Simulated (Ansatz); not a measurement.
**Ga under changes of volume**

One of the cells (18.191 Å³/atom); the others are scaled copies at fixed shape and fractional positions:

```xyz
2
Lattice="2.7784 0.0000 0.0000 0.0000 3.2816 0.0000 -1.3434 0.0000 3.9903" Properties=species:S:1:pos:R:3 pbc="T T T"
Ga   -0.6607    2.4612    3.0732
Ga    2.0957    0.8204    0.9171
```

This isn't the form of Ga at room conditions, which is orthorhombic.

- Program: Ansatz 0.2.0
- Functional: HSE06
- Potentials or basis: Ansatz PAW
- Cutoff: 420 eV (not typed: the program's choice for these potentials)
- k mesh: 6 × 6 × 4
- Occupations: fermi-dirac, width 0.05 eV
- Spin: no spin polarisation

```csv
volume (Å³/atom),energy over the lowest point (meV/atom),pressure (GPa),largest force (eV/Å)
17.100,?,?,?
17.463,13.23,3.9,0.018
17.827,6.11,2.5,0.019
18.191,1.75,1.3,0.019
18.555,0.00,0.2,0.022
18.919,0.83,-0.9,0.028
19.283,4.02,-1.9,0.035
```

Problem. What does the run at 17.100 Å³/atom give?

Solution. Energy over the lowest point 23.84 meV/atom; pressure 5.5 GPa; largest force 0.013 eV/Å.

Worked out: A Birch-Murnaghan fit of order 3 (a polynomial in V^(-2/3)) to the other rows has its minimum at 18.62 Å³/atom with B0 = V·E''(V) = 56 GPa (rough, since the energies scatter) at fixed shape and positions, which overstates the stiffness. It gives 23.19 meV/atom at 17.100 Å³/atom, against the run's 23.84, and -dE/dV = 5.0 GPa, against 5.5.

Energies are extrapolated to zero smearing.

Caveats: all runs use coarse meshes; the PAW data sets come from PBE, with cores solved anew for the run's functional, which leaves a small shift of forces and pressure; the thresholds are loose for stress.
